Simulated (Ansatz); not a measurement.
# RuS2: the cost of one run

Program: Ansatz 0.2.0. Level of theory: DFT PBE, scalar-relativistic, plane waves, PAW. These are calculated values, not measurements.

### Step 1. Starting point

Symmetry: P6/mmm, No. 191, hexagonal system. The conventional cell has a = 3.590 Å, b = 3.590 Å, c = 3.876 Å, α = 90.00°, β = 90.00°, γ = 120.00°. Ru (site symmetry 6/mmm) has 12 S at 2.84 Å as nearest neighbours. S (site symmetry -6m2) has 3 S at 2.07 Å and 6 Ru at 2.84 Å as nearest neighbours.

Coordinates:

```xyz
3
Lattice="3.5898 0.0000 0.0000 -1.7949 3.1089 0.0000 0.0000 0.0000 3.8761" Properties=species:S:1:pos:R:3 pbc="T T T"
Ru    0.0000    0.0000    0.0000
S     0.0000    2.0726    1.9380
S     1.7949    1.0363    1.9380
```

This is candidate A: AlB2 type (P6/mmm, No. 191).

(A quick probe on a coarse mesh, which set the mesh and smearing, is not shown.)

### Step 3. Rough relaxation on the coarse mesh (candidate A)

input.yaml reads:

```yaml
crystal:
  lattice:
    - [3.5898249315, 0.0, 0.0]
    - [-1.7949124658, 3.1088795859, 0.0]
    - [0.0, 0.0, 3.8760568198]
  atoms:
    - { symbol: Ru, position: [0.0, 0.0, 0.0] }
    - { symbol: S, position: [0.3333333333, 0.6666666667, 0.5] }
    - { symbol: S, position: [0.6666666667, 0.3333333333, 0.5] }
basis:
  ecutwfc: 420
kpoints:
  mp_grid: { grid: [6, 6, 4] }
hamiltonian:
  xc: pbe
scf:
  occupations: { method: gaussian, width: 0.1 }
  lower_state_search: "off"
output:
  forces: true
  stress: true
  eigenvalues: true
relax:
  adjacent_minimum: "off"
  f_tol: 0.04
  max_steps: 70
  cell: { stress_tol: 0.4 }
```

Command:

```bash
> ansatz run input.yaml --threads 1 --pin off --max-ram 2560MiB --backend cpu --events-out ev --progress --plain --runs-dir out
```

**Question.** How long does this run take on 1 thread of Arm Neoverse V1, shared host, and how much memory does it need?

About 16 s, with a peak of 0.3 GiB.
